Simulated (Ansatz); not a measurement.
**An S vacancy in zincblende ZnS, 63 atoms, charge 0**

Aim: the barrier for an atom's jump, from a relaxed start and a climbing-image band; single points by other levels frame it (PBEsol and HSE06).

All numbers are computed with Ansatz 0.2.0 (PAW, plane waves).

## (1) The starting cell

63 atoms (32 Zn, 31 S); a = 10.713 Å, b = 10.713 Å, c = 10.713 Å, α = 90.00°, β = 90.00°, γ = 90.00°. All atoms were shaken off their sites by about 0.02 Å along each axis. Defect site 1: (0.625, 0.625, 0.625).

Steps to follow: (2) PBEsol relaxation at the single k point (¼, ¼, ¼), on 1 × NVIDIA GB200 with 8 threads of Arm Neoverse-V2; (3) HSE06 single point at the single k point (¼, ¼, ¼), on 1 × NVIDIA GB200 with 8 threads of Arm Neoverse-V2; (4) PBEsol band at the single k point (¼, ¼, ¼), on 1 × NVIDIA GB200 with 8 threads of Arm Neoverse-V2; (5) HSE06 single point at the single k point (¼, ¼, ¼), on 1 × NVIDIA GB200 with 8 threads of Arm Neoverse-V2.

## (2) Relaxing the atoms with PBEsol

in.yaml

```yaml
crystal:
  lattice:
    - [10.712536, 0.000000, 0.000000]
    - [0.000000, 10.712536, 0.000000]
    - [0.000000, 0.000000, 10.712536]
  atoms:
    - { symbol: Zn, position: [0.000534, 0.000616, 0.000125] }
    - { symbol: Zn, position: [0.000961, 0.002003, 0.501363] }
    - { symbol: Zn, position: [0.000849, 0.498626, 0.999042] }
    - { symbol: Zn, position: [0.998277, 0.499339, 0.500173] }
    - { symbol: Zn, position: [0.498242, 0.999876, 0.001570] }
    - { symbol: Zn, position: [0.498791, 0.003939, 0.499346] }
    - { symbol: Zn, position: [0.499652, 0.499997, 0.000009] }
    - { symbol: Zn, position: [0.500199, 0.502367, 0.500810] }
    - { symbol: Zn, position: [0.250821, 0.249611, 0.003047] }
    - { symbol: Zn, position: [0.250281, 0.247932, 0.501794] }
    - { symbol: Zn, position: [0.253388, 0.748016, 0.000872] }
    - { symbol: Zn, position: [0.253533, 0.750366, 0.500318] }
    - { symbol: Zn, position: [0.750144, 0.251137, 0.997946] }
    - { symbol: Zn, position: [0.749466, 0.249467, 0.499500] }
    - { symbol: Zn, position: [0.748552, 0.753365, 0.999116] }
    - { symbol: Zn, position: [0.751656, 0.751127, 0.499098] }
    - { symbol: Zn, position: [0.257031, 0.998081, 0.247978] }
    - { symbol: Zn, position: [0.249676, 0.995757, 0.751969] }
    - { symbol: Zn, position: [0.252371, 0.498957, 0.248942] }
    - { symbol: Zn, position: [0.246979, 0.498544, 0.750617] }
    - { symbol: Zn, position: [0.751742, 0.998616, 0.248625] }
    - { symbol: Zn, position: [0.752730, 0.999978, 0.752446] }
    - { symbol: Zn, position: [0.751482, 0.501321, 0.248310] }
    - { symbol: Zn, position: [0.750287, 0.500884, 0.749334] }
    - { symbol: Zn, position: [0.999237, 0.248281, 0.252308] }
    - { symbol: Zn, position: [0.997462, 0.252378, 0.751182] }
    - { symbol: Zn, position: [0.000630, 0.749421, 0.248405] }
    - { symbol: Zn, position: [0.999353, 0.749339, 0.749661] }
    - { symbol: Zn, position: [0.502444, 0.252337, 0.250292] }
    - { symbol: Zn, position: [0.499699, 0.252058, 0.750789] }
    - { symbol: Zn, position: [0.500375, 0.754917, 0.247062] }
    - { symbol: Zn, position: [0.502959, 0.750894, 0.752795] }
    - { symbol: S, position: [0.121832, 0.123903, 0.125737] }
    - { symbol: S, position: [0.127031, 0.126704, 0.625640] }
    - { symbol: S, position: [0.126040, 0.624520, 0.124942] }
    - { symbol: S, position: [0.122992, 0.625706, 0.627134] }
    - { symbol: S, position: [0.626270, 0.126275, 0.124629] }
    - { symbol: S, position: [0.625599, 0.125343, 0.625588] }
    - { symbol: S, position: [0.627239, 0.628590, 0.123914] }
    - { symbol: S, position: [0.377931, 0.372591, 0.124240] }
    - { symbol: S, position: [0.374807, 0.374124, 0.627895] }
    - { symbol: S, position: [0.374833, 0.878341, 0.122969] }
    - { symbol: S, position: [0.377618, 0.876623, 0.627984] }
    - { symbol: S, position: [0.873530, 0.376238, 0.121838] }
    - { symbol: S, position: [0.875708, 0.373785, 0.622911] }
    - { symbol: S, position: [0.875915, 0.874328, 0.124935] }
    - { symbol: S, position: [0.874835, 0.875661, 0.628165] }
    - { symbol: S, position: [0.375569, 0.124561, 0.375743] }
    - { symbol: S, position: [0.375162, 0.123116, 0.874738] }
    - { symbol: S, position: [0.373113, 0.625861, 0.376803] }
    - { symbol: S, position: [0.373740, 0.623229, 0.876296] }
    - { symbol: S, position: [0.873107, 0.127506, 0.374155] }
    - { symbol: S, position: [0.875670, 0.126161, 0.876877] }
    - { symbol: S, position: [0.875220, 0.628198, 0.374020] }
    - { symbol: S, position: [0.875269, 0.629682, 0.875747] }
    - { symbol: S, position: [0.125640, 0.376160, 0.376637] }
    - { symbol: S, position: [0.122611, 0.376677, 0.873835] }
    - { symbol: S, position: [0.123635, 0.876900, 0.376410] }
    - { symbol: S, position: [0.125721, 0.873687, 0.876198] }
    - { symbol: S, position: [0.626630, 0.375461, 0.374885] }
    - { symbol: S, position: [0.620830, 0.378229, 0.875611] }
    - { symbol: S, position: [0.622799, 0.873589, 0.376412] }
    - { symbol: S, position: [0.625819, 0.875973, 0.874146] }
  symmetry: { detect: false }
kpoints:
  mp_grid: { grid: [1, 1, 1], shift: [0.25, 0.25, 0.25] }
hamiltonian:
  xc: pbesol
scf:
  occupations: { method: fermi_dirac, width: 0.01 }
relax:
  f_tol: 0.03
  max_steps: 80
  escape_saddle: false
  adjacent_minimum: "off"
output:
  forces: true
  eigenvalues: true
  populations: true
```

Launch:

```
$ ansatz run in.yaml --threads 8 --pin off --max-ram 118750MiB --runs-dir r --events-out ev --progress --plain --backend cuda --devices 0, --max-vram 170GiB
```

After this run come: Single point with HSE06; Elastic band between the two sites; HSE06 single point.

Before running it: what results should come out? Wanted: for each run, top filled to lowest empty.

**Answer**, as computed:

```
                   level         time  top filled to lowest empty (eV)
      PBEsol, relaxation  3.3 s (GPU)                             2.43
                   HSE06   21 s (GPU)                             3.36
HSE06, at the band's top   24 s (GPU)                             1.09
```

| quantity | value |
| --- | --- |
| relaxation | 4 recorded steps, 0.72 eV gained |
| largest shift | 0.37 Å (Zn24) |
| barrier forwards, backwards | 2.49, 2.49 eV |
| jump | S by 3.61 Å |
| band iterations | 19 |
| top less start by HSE06 | 3.09 eV |

Relaxation gains 0.72 eV, with shifts up to 0.37 Å (Zn24). The PBEsol barrier is 2.49 eV forwards and 2.49 eV back, about 96 times kT at 300 K. The cell's size and k points aren't converged for it. The top is a first-order saddle. On the same two geometries HSE06 gives 3.09 eV. At the same k points, PBEsol gives a spacing 0.94 eV smaller than the 3.36 eV of HSE06. In a defect cell this spacing can involve defect levels, so it need not be the gap.
